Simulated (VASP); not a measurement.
Write the native input for VASP 6.6.1 that does the following.

```yaml
Task: relaxation of the atoms
Functional: PBE
Potentials_or_basis: VASP PAW PBE potentials, release 64 (O, Co, Pt)
Cutoff: 900 eV
k_mesh: 8 × 8 × 1
Occupations: fermi-dirac, width 0.05 eV
Spin: collinear spin, ferromagnetic start
Starting_moments: "[0.0, 0.0, 0.0, 0.0, 2.0, 2.0, 0.0] μB"
Dipole_correction: yes
Atoms_held_fixed_from_0: "[0, 4, 1]"
Further_INCAR_settings: ALGO = Normal; EDIFF = 1e-06; IBRION = 2; EDIFFG = -0.01; NSW = 60
```

The structure of Co2PtO4 lies in POSCAR:

```
Co2PtO4
1.0
    2.8245398345      0.0000000000      0.0000000000
   -1.4122699173      2.4461232507      0.0000000000
    0.0000000000      0.0000000000     22.8788124025
O Co Pt
4 2 1
Selective dynamics
Direct
    0.0000000000      0.0000000000      0.3278142182  F F F
    0.6666666667      0.3333333333      0.4125836222  F F F
    0.6666666667      0.3333333333      0.5874163778  T T T
    0.3333333333      0.6666666667      0.6721857818  T T T
    0.3333333333      0.6666666667      0.3701989202  F F F
    0.0000000000      0.0000000000      0.6298010798  T T T
    0.6666666667      0.3333333333      0.5000000000  T T T
```

The input as run:

INCAR

```
SYSTEM = Co2PtO4
ALGO = Normal
DIPOL = 0.5 0.5 0.500
EDIFF = 1E-6
EDIFFG = -0.01
ENCUT = 900
GGA = PE
IBRION = 2
IDIPOL = 3
ISIF = 2
ISMEAR = -1
ISPIN = 2
LASPH = .True.
LCHARG = .False.
LDIPOL = .True.
LMAXMIX = 4
LORBIT = 11
LREAL = .False.
LWAVE = .False.
MAGMOM = 0 0 0 0 2 2 0
NELM = 150
NSW = 60
PREC = Accurate
SIGMA = 0.05
```

KPOINTS

```
k-points
0
Gamma
  8 8 1
  0 0 0
```

Potentials or basis: VASP PAW PBE potentials, release 64 (O, Co, Pt).

Launch:

```sh
$ cat potpaw_PBE.64/O/POTCAR potpaw_PBE.64/Co/POTCAR potpaw_PBE.64/Pt/POTCAR > POTCAR
$ mpirun -np 1 vasp_std > vasp.out
```

It gave:

| Item | Value |
| --- | --- |
| Energy gained by relaxing | 8.8 meV/atom |
| Ionic steps | 12 |
| Band gap on the k mesh | none (metal or under the smearing width) |
| Net moment | 0.94 μB per cell |
| Site moments | O +0.07, +0.02, +0.08; Co +0.34, +0.33; Pt +0.04 μB |
| Valence electrons inside the program's atomic spheres | O 4.91, 5.01, 5.00, 4.94; Co 8.40, 8.42; Pt 9.18 |

Caveat: semilocal functionals often make such compounds metallic where correlation or magnetic order opens a gap, which also shifts bond lengths.

It took 44 min on 1 thread of Intel(R) Xeon(R) 6975P-C (Granite Rapids), on a shared host, peak memory 0.73 GiB.
